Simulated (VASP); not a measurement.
```
CELL_PARAMETERS angstrom
      0.00000     2.94733     2.94733
      2.94733     0.00000     2.94733
      2.94733     2.94733     0.00000
ATOMIC_POSITIONS crystal
  Na 0.00000 0.00000 0.00000
  Br 0.50000 0.50000 0.50000
```

These are PBE GGA, VASP's PBE PAW potentials (set 64) (plane waves; VASP) values and carry that method's errors. Numerical set-up: 300 eV cut-off, 5×5×5 Γ-centred mesh, Gaussian smearing of 0.010 eV, potentials Na_pv Br.

At this cut-off the stress carries a Pulay error, which pulls relaxed volumes low.

Estimate the energy per atom (σ→0), pressure, band gap (on the k-mesh) with the smallest direct gap where there is one.

The band gap (on the k-mesh) is 4.27 eV. The smallest direct gap (on the k-mesh) comes out as 4.27 eV and the energy per atom (σ→0) is -3.051 eV/atom. The pressure comes out as 1.61 GPa.

The structure comes from a computed database's NaBr entry; how it stands against other phases isn't given here. The cell was not relaxed at this level.
